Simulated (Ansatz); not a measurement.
**Al2Ru: a film clamped to a substrate**

The calculation used DFT r2SCAN, scalar-relativistic, plane waves, PAW (Ansatz 0.2.0). The runs took a 500 eV cutoff, a Γ-centred 10×10×10 mesh and Gaussian smearing (0.03 eV). No spin polarisation. Energies are free energies at this smearing, counted from the undisturbed cell; pressure is positive in compression.

Reference structure (relaxed at this level; it needn't be the usual structure):

```
CELL_PARAMETERS angstrom
0.00000 3.98951 4.39145
2.35336 0.00000 4.39145
2.35336 3.98951 0.00000
ATOMIC_POSITIONS crystal
Al 0.07905 0.42095 0.07905
Al 0.42095 0.07905 0.42095
Al 0.17095 0.82905 0.17095
Al 0.82905 0.17095 0.82905
Ru 0.75000 0.75000 0.75000
Ru 0.50000 0.50000 0.50000
```

The cell (6 atoms, V0 = 82.46 Å³) is strained by p along both x and y and by q along z, fractional coordinates fixed. τp = (1/V0) ∂E/∂p = (σxx + σyy)(1 + p)(1 + q) and τq = (1/V0) ∂E/∂q = σzz(1 + p)², with tension positive.

| p | q | ΔE (meV/atom) | τp (GPa) | τq (GPa) |
| --- | --- | --- | --- | --- |
| 0.000 | 0.000 | 0.00 | 0.03 | 0.00 |
| -0.050 | 0.000 | 112.40 | -56.87 | -10.22 |
| 0.050 | 0.000 | 81.52 | 35.03 | 8.75 |
| 0.000 | -0.050 | 49.30 | -10.78 | -24.48 |
| 0.000 | 0.050 | 37.77 | 8.48 | 16.41 |

**Question.** Get the second derivatives of the energy density.

**Answer.** Central differences give A = ∂τp/∂p = 919 GPa (C11 + C22 + 2 C12), C = ∂τq/∂q = 409 GPa (C33) and the cross term B = ∂τq/∂p = 190 GPa (C13 + C23); ∂τp/∂q = 193 GPa must equal B, and any difference shows higher-order terms. Steps this large leave an error of some per cent of A or C in all of these, which can swamp a small B. The ions are clamped.

**Question.** A film of this crystal grows with z along the normal on a substrate that imposes p. How does its thickness respond, and what does the misfit cost?

**Answer.** Count p and q from the stress-free cell. A free surface needs τq = 0, so q = −(B/C) p = -0.46 p. The energy density left is (A − B²/C) p²/2 = M p², with the biaxial modulus M = 415 GPa; a misfit of 1 % costs 3.56 meV/atom, against 3.94 meV/atom if the thickness were held.

At p = -0.050 the energies along q are 211.6 (q = -0.050), 147.3 (q = -0.025), 112.4 (q = 0.000), 101.8 (q = 0.025), 111.0 (q = 0.050) meV/atom.

**Question.** Does the linear rule hold at this misfit?

**Answer.** A parabola through the lowest point and its neighbours has its minimum at q = 0.026, 101.8 meV/atom. With the stress left in the starting cell, τp0 and τq0, linear elasticity gives q = −(τq0 + Bp)/C = 0.023 and E = V0(τp0 p + τq0 q + Ap²/2 + Bpq + Cq²/2)/N = 89.0 meV/atom. The energies differ by more than a tenth, so the quadratic law fails here: the gap holds the anharmonic part, with some error from the wide steps. Cubic terms also shift the vertex of so wide a parabola.

Forces appear on the atoms along this scan, and letting them relax would lower the energy and soften the response. The gap closes along the scan, which can put kinks into the curve.

The film resists a change of shape strongly, though not more than a change of volume: its thickness makes up for only a small part of the change in area, far less than constant volume would require. This follows from a cross term that is small beside C33, and it suggests directional bonding. Hybridisation between Ru d and Al s and p states, the usual origin of the narrow gap in this compound, probably contributes to that stiffness.

Compression costs more than equal tension along both strain paths, 112.40 against 81.52 meV/atom in the plane, because overlap repulsion rises steeply at short distances while bonds weaken as they stretch. A quadratic law gives both signs of misfit the same curvature, and so underestimates the cost of the compressed film even though it places the optimum thickness quite well.

Since the two in-plane axes are inequivalent, the biaxial modulus describes only equal strain along both; it can't give the cost on a substrate whose misfit differs between them, nor show which axis is stiffer.
